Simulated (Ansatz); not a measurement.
# TaN: enthalpy under pressure, worked through

Level of theory: DFT r2SCAN, scalar-relativistic, plane waves, PAW in Ansatz 0.2.0. (500 eV cutoff, 18×18×8 k-mesh, Gaussian smearing of 0.10 eV, no spin polarisation)

Starting point, cell and atoms relaxed:

```
Ta N
1.0
     3.13446    0.00000    0.00000
    -1.56723    2.71452    0.00000
     0.00000    0.00000    6.08686
Ta N
2 2
Direct
  0.33333 0.66667 0.03128
  0.66667 0.33333 0.53128
  0.33333 0.66667 0.35372
  0.66667 0.33333 0.85372
```

Cell and atoms were relaxed at each target pressure within the start's symmetry (P6_3mc), at zero temperature; other phases can be more stable under pressure. H = E + PV with P the target; E is the free energy at the smearing used, whose derivative the pressure is, per atom and counted from zero pressure.

Spin–orbit coupling is left out, which can shift energies with elements as heavy as these.

```
P (GPa) V (Å³/atom) E − E0 (meV) H − H0 (meV)
      0       12.948           0.0           0.0
      1       12.898           0.2          80.7
      4       12.751           2.4         320.8
     12       12.396          19.9         948.4
     25       11.905          76.1        1933.7
     50       11.155         249.0        3730.0
     90       10.266         631.2        6398.1
```

**Question.** Thermodynamics gives dH/dP = V along a relaxed path. Integrate V over P by the trapezoid rule and compare with the computed enthalpies.

**Answer.** With 1 eV/Å³ = 160.22 GPa, each step adds the mean volume times ΔP / 160.22:
```csv
P (GPa),∫V dP (meV),H − H0 (meV),difference (meV)
1,80.7,80.7,0.0
4,320.8,320.8,0.0
12,948.6,948.4,0.2
25,1934.5,1933.7,0.8
50,3733.6,3730.0,3.5
90,6407.5,6398.1,9.4
```

V(P) curves upward, so the trapezoid rule runs high; integrating a smooth curve through the same points puts that excess at about 9.5 meV at 90 GPa, against the 9.4 meV found.

**Question.** At 90 GPa, how much of the enthalpy change is stored energy and how much is the PV term?

**Answer.** E rises by 631 meV/atom and PV is 90 × 10.266 / 160.22 = 5767 meV/atom, so PV makes 90 % of ΔH. So between rival structures at high pressure a small difference in volume can outweigh the difference in energy: 1 % of this volume is worth 57.7 meV/atom at this pressure.

**Question.** What bulk modulus do the lowest pressures give, and how is the compression shared among the axes?

**Answer.** From the pressures that the runs reached, -1.02 GPa (12.999 Å³) and 1.01 GPa (12.898 Å³), B = −ΔP/Δln V = 2.03 / 0.0078 = 259 GPa, a mean over that range. The linear compressibilities −Δln(length)/ΔP are 1.58 along a, 1.58 along b, 0.71 along c (in TPa⁻¹). With fixed angles they add up to 1/B: 3.87 against 3.87. Softest: a and b, at 41 % of the volume change per axis.

This wurtzite form isn't the usual stable structure of the compound.